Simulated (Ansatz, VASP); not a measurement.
# One calculation of Cl, two programs

Contents of INCAR:

```
ALGO = Normal
EDIFF = 1E-7
ENCUT = 520
GGA = PE
ISIF = 2
ISMEAR = -1
LASPH = True
LCHARG = False
LREAL = False
LWAVE = False
NBANDS = 14
NELM = 80
PREC = Accurate
SIGMA = 0.03
```

Contents of KPOINTS:

```
k-points
0
Gamma
  19 19 10
```

The input POSCAR:

```
Cl
1.0
    3.6435282896      0.0000000000      0.0000000000
   -1.8217641448      3.1553880582      0.0000000000
    0.0000000000      0.0000000000      3.8978800704
Cl
2
Direct
    0.3333333333      0.6666666667      0.2500000000
    0.6666666667      0.3333333333      0.7500000000
```

Input for Ansatz:

```yaml
crystal:
  lattice:
    - [3.6435282896, 0.0, 0.0]
    - [-1.8217641448, 3.1553880582, 0.0]
    - [0.0, 0.0, 3.8978800704]
  atoms:
    - { symbol: Cl, position: [0.3333333333, 0.6666666667, 0.25] }
    - { symbol: Cl, position: [0.6666666667, 0.3333333333, 0.75] }
kpoints:
  mp_grid: { grid: [19, 19, 10] }
scf:
  occupations: { method: fermi_dirac, width: 0.03 }
hamiltonian:
  xc: pbe
  pseudopotentials: { kind: all_electron, lapw: { basis_error: 0.001 } }
output:
  forces: true
  stress: true
  eigenvalues: true
```

Change from the starting cell: volume scaled by 0.98.

Alike in both runs: task single point; functional PBE; k mesh 19 × 19 × 10; occupations fermi-dirac, width 0.03 eV; no spin polarisation.

```csv
,VASP,Ansatz
version,VASP 6.6.1,Ansatz 0.2.0
potentials or method,"VASP PAW PBE potentials, release 64 (Cl)","all-electron LAPW, scalar-relativistic"
plane-wave cutoff (eV),520,see its input
```

```tsv
	VASP	Ansatz	Ansatz less VASP
pressure (GPa)	0.6	0.7	+0.11
largest component of the traceless stress (GPa)	0.24	0.24	+0.001
```

Ansatz ran all-electron here, so the differences hold the error of VASP's frozen core and of both bases.
